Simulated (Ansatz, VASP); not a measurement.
Two plane-wave programs on Ge

```
CELL_PARAMETERS angstrom
-2.57449 2.57449 1.39741
2.57449 -2.57449 1.39741
2.57449 2.57449 -1.39741
ATOMIC_POSITIONS crystal
Ge 0.50000 0.50000 0.00000
Ge 0.25000 0.75000 0.50000
```

This isn't the form of Ge at room conditions, which is diamond.

Alike in both runs: functional revPBE; k mesh 11 × 11 × 11; occupations fermi-dirac, width 0.05 eV; no spin polarisation.

|  | VASP | Ansatz |
| --- | --- | --- |
| version | VASP 6.6.1 | Ansatz 0.2.0 |
| potentials or method | VASP PAW PBE potentials, release 64 (Ge_d) | Ansatz PAW |
| plane-wave cutoff (eV) | 520 | 420 |
| valence electrons in the cell | 28 | 28 |
| task | single point | band structure |

VASP gave:

- gap on the k mesh at the Fermi level (eV): none
- pressure (GPa): 4.3
- largest component of the traceless stress (GPa): 0.08

Task: What did Ansatz give for the same quantities?

Result: gap on the k mesh at the Fermi level (eV): none; pressure (GPa): 4.5; largest component of the traceless stress (GPa): 0.10.

A gap of «none» marks a metal or a gap that the smearing closes. The functional is the same, so the differences come from potentials, cutoffs and numerics.

Caveats: the PAW data sets were made with another functional, which shifts forces and pressure a little (VASP); the PAW data sets come from PBE, with cores solved anew for the run's functional, which leaves a small shift of forces and pressure (Ansatz).
